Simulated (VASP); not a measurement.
# La (P6_3/mmc) in VASP: notebook

The runs below take La through single point, with LDA.

Everything below comes from runs of VASP 6.6.1. Logs are shortened: lines on timing, memory, paths and dates and some standing lists are left out, and cuts for length are marked.

## 1. The crystal as given

It takes space group P6_3/mmc (No. 194, hexagonal). Conventional cell: a = 3.750 Å, b = 3.750 Å, c = 6.070 Å, α = 90.00°, β = 90.00°, γ = 120.00°. La (site symmetry -6m2) is surrounded by 12 La at 3.73 to 3.75 Å.

This isn't the form of La at room conditions, which is double hcp.

## 2. Single point, LDA

Input file INCAR:

```
SYSTEM = La
PREC = Accurate ; ENCUT = 400
EDIFF = 1E-6 ; ISMEAR = -1
SIGMA = 0.1 ; LREAL = .FALSE.
LASPH = .FALSE. ; NELM = 100
ALGO = Normal ; ISIF = 2
LWAVE = .FALSE. ; LCHARG = .FALSE.
GGA = CA ; ADDGRID = .FALSE.
```

Input file KPOINTS:

```
Automatic mesh
0
G
  13 13 7
  0 0 0
```

Input file POSCAR:

```
La
1.0
    3.7500000000      0.0000000000      0.0000000000
   -1.8750000000      3.2475952642      0.0000000000
    0.0000000000      0.0000000000      6.0700000000
La
2
Direct
    0.6666666667      0.3333333333      0.7500000000
    0.3333333333      0.6666666667      0.2500000000
```

Potentials or basis: VASP PAW LDA potentials, release 64 (La).

The run is started by

```bash
> cat potpaw_LDA.64/La/POTCAR > POTCAR
> mpirun -np 1 vasp_std > vasp.out
```

OUTCAR:

```text
SYSTEM = La
   PREC = Accurate
   ENCUT = 400
   EDIFF = 1E-6
   ISMEAR = -1
   LREAL = .FALSE.
   LASPH = .FALSE.
   NELM = 100
   ISIF = 2
   GGA = CA

 Found     84 irreducible k-points:

 Following reciprocal coordinates:
            Coordinates               Weight
  0.000000  0.000000  0.000000      1.000000
  0.076923 -0.000000  0.000000      6.000000
  0.153846 -0.000000  0.000000      6.000000
  0.230769 -0.000000  0.000000      6.000000
  0.307692 -0.000000  0.000000      6.000000
  0.384615 -0.000000  0.000000      6.000000
   k-points           NKPTS =     84   k-points in BZ     NKDIM =     84   number of bands    NBANDS=     15
   number of dos      NEDOS =    301   number of ions     NIONS =      2
   total plane-waves  NPLWV =  23040
   dimension x,y,z NGX =    24 NGY =   24 NGZ =   40
   dimension x,y,z NGXF=    48 NGYF=   48 NGZF=   80
   ions per type =               2
   NGX,Y,Z   is equivalent  to a cutoff of  10.64, 10.64, 10.96 a.u.
   NGXF,Y,Z  is equivalent  to a cutoff of  21.28, 21.28, 21.91 a.u.
 SYSTEM =  La
   PREC   = accura    normal or accurate (medium, high low for compatibility)
   ISTART =      0    job   : 0-new  1-cont  2-samecut
   ICHARG =      2    charge: 1-file 2-atom 10-const
   ISPIN  =      1    spin polarized calculation?
   LNONCOLLINEAR =      F non collinear calculations
   LSORBIT =      F    spin-orbit coupling
   LASPH  =      F    aspherical Exc in radial PAW
   ENCUT  =  400.0 eV  29.40 Ry    5.42 a.u.   6.12  6.12  9.90*2*pi/ulx,y,z
   NELM   =    100;   NELMIN=  2; NELMDL= -5     # of ELM steps
   EDIFF  = 0.1E-05   stopping-criterion for ELM
   LREAL  =      F    real-space projection
   EDIFFG = 0.1E-04   stopping-criterion for IOM
   NSW    =      0    number of steps for IOM
   IBRION =     -1    ionic relax: 0-MD 1-quasi-New 2-CG
   NFREE  =      0    steps in history (QN), initial steepest desc. (CG)
   ISIF   =      2    stress and relaxation
   ISYM   =      2    0-nonsym 1-usesym 2-fastsym
   POTIM  = 0.5000    time-step for ionic-motion
   TEBEG  =    0.0;   TEEND  =   0.0 temperature during run
   PSTRESS=    0.0 pullay stress
   NELECT =      22.0000    total number of electrons
   NUPDOWN=      -1.0000    fix difference up-down
   EMIN   =  10.00;   EMAX   =-10.00  energy-range for DOS
   EFERMI =   0.00;   METHOD = LEGACY
   ISMEAR =    -1;   SIGMA  =   0.10  broadening in eV -4-tet -1-fermi 0-gaus
   EFERMI_NEDOS =   21; number of points for ismear=-14 and -15
   IALGO  =     38    algorithm
   IMIX   =      4    mixing-type and parameters
     AMIX     =   0.40;   BMIX     =  1.00
     AMIX_MAG =   1.60;   BMIX_MAG =  1.00
  volume/ion in A,a.u.               =      36.96       249.43
  Fermi-wavevector in a.u.,A,eV,Ry     =   1.093004  2.065478 16.254307  1.194658
  Thomas-Fermi vector in A             =   2.229281
   LORBIT       =      0    0 simple, 1 ext, 2 COOP (PROOUT), +10 PAW based schemes
   GGA     = CA    functional components
   LHFCALC =     F    Hartree Fock is set to
   AEXX    =    0.0000 exact exchange contribution
   IVDW    =     0    specifies the selected vdW correction
   LEPSILON=     F    determine dielectric tensor
   LRPA    =     F    only Hartree local field effects (RPA)
 non-spin polarized calculation
  energy-cutoff  :      400.00
  volume of cell :       73.92
 maximum number of plane-waves:      1358
   NGX = 13   NGY = 13   NGZ = 19

 number of electron      22.0000001 magnetization

 Free energy of the ion-electron system (eV)
  ---------------------------------------------------
  ext. energy  EPLUGINS =         0.00000000
  ---------------------------------------------------
  free energy    TOTEN  =       -11.06035705 eV

  energy without entropy =      -10.93700251  energy(sigma->0) =      -10.99867978

 E-fermi :   7.6851     XC(G=0):  -9.7831

 val. band max:        7.6846909534   @ k =   0.3846  -0.0000   0.2857
 cond. band min:       7.6896582953   @ k =   0.1538   0.1538   0.0000
 fundamental gap:      0.0049673419
 Fermi energy:         7.6851017561

 k-point     1 :       0.0000    0.0000    0.0000
  band No.  band energies     occupation
      1     -25.0372      2.00000
      2     -24.8277      2.00000
      3      -9.4431      2.00000
      4      -8.2114      2.00000
      5      -8.2114      2.00000
      6      -8.0204      2.00000
      7      -8.0204      2.00000
      8      -7.9913      2.00000
      9       4.5039      2.00000
     10       5.9296      2.00000
     11       8.7008      0.00008
     12       8.9921      0.00000
     13       8.9946      0.00000
     14       9.0790      0.00000
     15       9.1586      0.00000

 k-point     2 :       0.0769   -0.0000    0.0000
  band No.  band energies     occupation
      1     -25.0273      2.00000
      2     -24.8230      2.00000
      3      -9.4175      2.00000
      4      -8.2787      2.00000
      5      -8.2325      2.00000
      6      -8.0897      2.00000
      7      -8.0288      2.00000
      8      -8.0018      2.00000
      9       4.6642      2.00000
     10       6.0779      2.00000
     11       8.4006      0.00156
     12       8.9685      0.00001
     13       8.9766      0.00000
     14       9.0432      0.00000
     15       9.1257      0.00000
[... 41 lines left out ...]
      3      -9.0873      2.00000
      4      -8.9727      2.00000
      5      -8.7593      2.00000
      6      -8.4373      2.00000
      7      -8.1664      2.00000
      8      -8.1350      2.00000
      9       6.1514      2.00000
     10       6.5576      1.99997
     11       7.2786      1.96624
     12       8.1935      0.01232
     13       8.7866      0.00003
     14       8.8182      0.00002
     15       9.0431      0.00000

 k-point     6 :       0.3846   -0.0000    0.0000
  band No.  band energies     occupation
      1     -24.8687      2.00000
      2     -24.7694      2.00000
      3      -9.1797      2.00000
      4      -8.9492      2.00000
      5      -8.9412      2.00000
      6      -8.4967      2.00000
      7      -8.2591      2.00000
      8      -8.1714      2.00000
      9       6.2153      2.00000
     10       6.5021      1.99999
     11       6.8300      1.99961
     12       8.5605      0.00032
     13       8.8401      0.00002
     14       8.9698      0.00001
     15       9.1711      0.00000

 [... further k-points ...]

------------------------ aborting loop because EDIFF is reached ----------------------------------------

  FORCE on cell =-STRESS in cart. coord.  units (eV):
  Direction    XX          YY          ZZ          XY          YZ          ZX
  --------------------------------------------------------------------------------------
  -------------------------------------------------------------------------------------
  Total       -1.3780887     -1.3780887     -1.3693799      0.0000000      0.0000000     -0.0000000
  in kB      -29.8679824    -29.8679824    -29.6792326      0.0000000      0.0000000     -0.0000000
  external PRESSURE =     -29.8050658 kB  Pullay stress =       0.0000000 kB

 VOLUME and BASIS-vectors are now :
 -----------------------------------------------------------------------------
  energy-cutoff  :      400.00
  volume of cell :       73.92
      direct lattice vectors                 reciprocal lattice vectors
     3.750000000  0.000000000  0.000000000     0.266666667  0.153960072  0.000000000
    -1.875000000  3.247595264  0.000000000     0.000000000  0.307920144  0.000000000
     0.000000000  0.000000000  6.070000000     0.000000000  0.000000000  0.164744646

 POSITION                                       TOTAL-FORCE (eV/Angst)
 -----------------------------------------------------------------------------------
      1.87500      1.08253      4.55250         0.000000     -0.000000      0.000000
     -0.00000      2.16506      1.51750        -0.000000      0.000000      0.000000
 -----------------------------------------------------------------------------------
    total drift:                                0.000000     -0.000000      0.000000

  FREE ENERGIE OF THE ION-ELECTRON SYSTEM (eV)
  ---------------------------------------------------
  free  energy   TOTEN  =       -11.0603570475 eV

  energy  without entropy=      -10.9370025063  energy(sigma->0) =      -10.99867978
```

Run time: 29 s. Hardware: 1 thread of AMD EPYC 9R45 (Zen 5), shared host; peak memory 0.17 GiB.

The run converged, but some of its settings lie outside the range that counts as converged, so its numbers aren't taken as properties of the crystal.

What came out:

```yaml
Free_energy: -11.0604 eV
Pressure: -3.0 GPa
Band_gap_on_the_k_mesh: none (metal or under the smearing width)
```

## 3. Single point, LDA

INCAR is that of step 2.

KPOINTS is that of step 2.

Input file POSCAR:

```
La
1.0
    3.7500000000      0.0000000000      0.0000000000
   -1.8750000000      3.2475952642      0.0000000000
    0.0000000000      0.0000000000      6.0700000000
La
2
Direct
    0.6527560000      0.3219160000      0.7382770000
    0.3157440000      0.6620370000      0.2676620000
```

Potentials or basis: VASP PAW LDA potentials, release 64 (La).

The run is started by

```bash
> cat potpaw_LDA.64/La/POTCAR > POTCAR
> mpirun -np 1 vasp_std > vasp.out
```

Wall time 3.3 min (1 thread of AMD EPYC 9R45 (Zen 5), shared host); peak memory 0.52 GiB.

These settings aren't checked as converged: the numbers below hold their error.

Results:

```
Free energy            : -11.0405 eV
Pressure               : -2.8 GPa
Largest force          : 0.233 eV/Å
Band gap on the k mesh : none (metal or under the smearing width)
```

## 4. Single point, LDA

Input file INCAR:

```
SYSTEM = La
PREC = Normal ; ENCUT = 400
EDIFF = 1E-4 ; ISMEAR = -1
SIGMA = 0.1 ; LREAL = Auto
LASPH = .TRUE. ; NELM = 100
ALGO = Normal ; ISIF = 2
LWAVE = .FALSE. ; LCHARG = .FALSE.
GGA = CA ; ADDGRID = .FALSE.
```

KPOINTS is that of step 3.

Input file POSCAR:

```
La
1.0
    3.7500000000      0.0000000000      0.0000000000
   -1.8750000000      3.2475952642      0.0000000000
    0.0000000000      0.0000000000      6.0700000000
La
2
Direct
    0.6666666667      0.3333333333      0.7500000000
    0.3333333333      0.6666666667      0.2500000000
```

The run is started by

```bash
> cat potpaw_LDA.64/La/POTCAR > POTCAR
> mpirun -np 1 vasp_std > vasp.out
```

Wall time 19 s (1 thread of AMD EPYC 9R45 (Zen 5), shared host); peak memory 0.12 GiB.

These settings aren't checked as converged: the numbers below hold their error.

What came out:

- Free energy: -11.0601 eV
- Pressure: -3.0 GPa
- Band gap on the k mesh: none (metal or under the smearing width)

## 5. Single point, LDA

INCAR is that of step 4.

KPOINTS is that of step 4.

Input file POSCAR:

```
La
1.0
    3.7500000000      0.0000000000      0.0000000000
   -1.8750000000      3.2475952642      0.0000000000
    0.0000000000      0.0000000000      6.0700000000
La
2
Direct
    0.6527560000      0.3219160000      0.7382770000
    0.3157440000      0.6620370000      0.2676620000
```

Potentials or basis: VASP PAW LDA potentials, release 64 (La).

The run is started by

```bash
> cat potpaw_LDA.64/La/POTCAR > POTCAR
> mpirun -np 1 vasp_std > vasp.out
```

OUTCAR:

```text
SYSTEM = La
   PREC = Normal
   ENCUT = 400
   EDIFF = 1E-4
   ISMEAR = -1
   LREAL = Auto
   LASPH = .TRUE.
   NELM = 100
   ISIF = 2
   GGA = CA

 Found    592 irreducible k-points:

 Following reciprocal coordinates:
            Coordinates               Weight
  0.000000  0.000000  0.000000      1.000000
  0.076923 -0.000000  0.000000      2.000000
  0.000000  0.076923  0.000000      2.000000
 -0.076923  0.076923  0.000000      2.000000
  0.153846 -0.000000  0.000000      2.000000
  0.000000  0.153846  0.000000      2.000000
   k-points           NKPTS =    592   k-points in BZ     NKDIM =    592   number of bands    NBANDS=     15
   number of dos      NEDOS =    301   number of ions     NIONS =      2
   total plane-waves  NPLWV =   9720
   dimension x,y,z NGX =    18 NGY =   18 NGZ =   30
   dimension x,y,z NGXF=    36 NGYF=   36 NGZF=   60
   ions per type =               2
   NGX,Y,Z   is equivalent  to a cutoff of   7.98,  7.98,  8.22 a.u.
   NGXF,Y,Z  is equivalent  to a cutoff of  15.96, 15.96, 16.43 a.u.
 SYSTEM =  La
   PREC   = normal    normal or accurate (medium, high low for compatibility)
   ISTART =      0    job   : 0-new  1-cont  2-samecut
   ICHARG =      2    charge: 1-file 2-atom 10-const
   ISPIN  =      1    spin polarized calculation?
   LNONCOLLINEAR =      F non collinear calculations
   LSORBIT =      F    spin-orbit coupling
[... 70 lines left out ...]
     11       8.6685      0.00011
     12       8.9308      0.00001
     13       8.9402      0.00001
     14       9.0583      0.00000
[... 77 lines left out ...]
      2     -24.7995      2.00000
      3      -9.3665      2.00000
      4      -8.4864      2.00000
      5      -8.2964      2.00000
      6      -8.2617      2.00000
      7      -8.0469      2.00000
      8      -8.0065      2.00000
      9       5.1150      2.00000
     10       6.4247      1.99999
     11       7.9330      0.15388
     12       8.5356      0.00040
     13       8.7379      0.00005
     14       8.9933      0.00000
     15       9.0923      0.00000

 [... further k-points ...]

------------------------ aborting loop because EDIFF is reached ----------------------------------------

  FORCE on cell =-STRESS in cart. coord.  units (eV):
  Direction    XX          YY          ZZ          XY          YZ          ZX
  --------------------------------------------------------------------------------------
  -------------------------------------------------------------------------------------
  Total       -1.3293086     -1.3145933     -1.2148758      0.0084297      0.0076368     -0.0098399
  in kB      -28.8107474    -28.4918169    -26.3305919      0.1826999      0.1655165     -0.2132646
  external PRESSURE =     -27.8777187 kB  Pullay stress =       0.0000000 kB

 VOLUME and BASIS-vectors are now :
 -----------------------------------------------------------------------------
  energy-cutoff  :      400.00
  volume of cell :       73.92
      direct lattice vectors                 reciprocal lattice vectors
     3.750000000  0.000000000  0.000000000     0.266666667  0.153960072  0.000000000
    -1.875000000  3.247595264  0.000000000     0.000000000  0.307920144  0.000000000
     0.000000000  0.000000000  6.070000000     0.000000000  0.000000000  0.164744646

 POSITION                                       TOTAL-FORCE (eV/Angst)
 -----------------------------------------------------------------------------------
      1.84424      1.04545      4.48134        -0.009119      0.007760      0.208283
     -0.05728      2.15003      1.62471         0.009119     -0.007760     -0.208283
 -----------------------------------------------------------------------------------
    total drift:                               -0.000007     -0.000011      0.000064

  FREE ENERGIE OF THE ION-ELECTRON SYSTEM (eV)
  ---------------------------------------------------
  free  energy   TOTEN  =       -11.0401719595 eV

  energy  without entropy=      -10.9180164014  energy(sigma->0) =      -10.97909418
```

OSZICAR:

```text
N       E                     dE             d eps       ncg     rms          rms(c)
DAV:   1     0.232175299294E+03    0.23218E+03   -0.70953E+03 17800   0.166E+03
DAV:   2     0.226688271293E+02   -0.20951E+03   -0.20785E+03 27026   0.340E+02
DAV:   3    -0.712043950223E+01   -0.29789E+02   -0.29241E+02 30551   0.146E+02
DAV:   4    -0.108277955323E+02   -0.37074E+01   -0.36498E+01 35488   0.475E+01
DAV:   5    -0.111654863461E+02   -0.33769E+00   -0.33540E+00 29296   0.131E+01    0.346E+00
DAV:   6    -0.110625889908E+02    0.10290E+00   -0.19211E+00 35488   0.784E+00    0.173E+00
DAV:   7    -0.110483027652E+02    0.14286E-01   -0.17436E-01 30979   0.324E+00    0.106E+00
DAV:   8    -0.110404332067E+02    0.78696E-02   -0.13825E-02 34400   0.115E+00    0.163E-01
DAV:   9    -0.110401742907E+02    0.25892E-03   -0.15706E-03 30936   0.307E-01    0.489E-02
DAV:  10    -0.110401719595E+02    0.23311E-05   -0.19301E-04 21336   0.149E-01
   1 F= -.11040172E+02 E0= -.10979094E+02  d E =-.122156E+00
```

Run time: 2.2 min. Hardware: 1 thread of AMD EPYC 9R45 (Zen 5), shared host; peak memory 0.32 GiB.

The run converged, but some of its settings lie outside the range that counts as converged, so its numbers aren't taken as properties of the crystal.

What came out:

- Free energy: -11.0402 eV
- Pressure: -2.8 GPa
- Largest force: 0.209 eV/Å
- Band gap on the k mesh: none (metal or under the smearing width)

## 6. Single point, LDA

Input file INCAR:

```
SYSTEM = La
PREC = Accurate ; ENCUT = 600
EDIFF = 1E-6 ; ISMEAR = -1
SIGMA = 0.1 ; LREAL = .FALSE.
LASPH = .TRUE. ; NELM = 100
ALGO = Normal ; ISIF = 2
LWAVE = .FALSE. ; LCHARG = .FALSE.
GGA = CA ; ADDGRID = .FALSE.
```

Input file KPOINTS:

```
Automatic mesh
0
G
  11 11 6
  0 0 0
```

Input file POSCAR:

```
La
1.0
    3.7500000000      0.0000000000      0.0000000000
   -1.8750000000      3.2475952642      0.0000000000
    0.0000000000      0.0000000000      6.0700000000
La
2
Direct
    0.6666666667      0.3333333333      0.7500000000
    0.3333333333      0.6666666667      0.2500000000
```

Potentials or basis: VASP PAW LDA potentials, release 64 (La).

The run is started by

```bash
> cat potpaw_LDA.64/La/POTCAR > POTCAR
> mpirun -np 1 vasp_std > vasp.out
```

It took 41 s on 1 thread of AMD EPYC 9R45 (Zen 5), shared host; peak memory 0.21 GiB.

The run converged, but some of its settings lie outside the range that counts as converged, so its numbers aren't taken as properties of the crystal.

What came out:

```yaml
Free_energy: -11.0573 eV
Pressure: -3.0 GPa
Band_gap_on_the_k_mesh: none (metal or under the smearing width)
```

## 7. The reference run

An earlier run on the cell as given: functional PBE; potentials or basis VASP PAW PBE potentials, release 64 (La); cutoff 520 eV; k mesh 8 × 8 × 5; occupations fermi-dirac, width 0.05 eV; no spin polarisation.

* Pressure: 0.7 GPa
* Band gap on the k mesh: none (metal or under the smearing width)
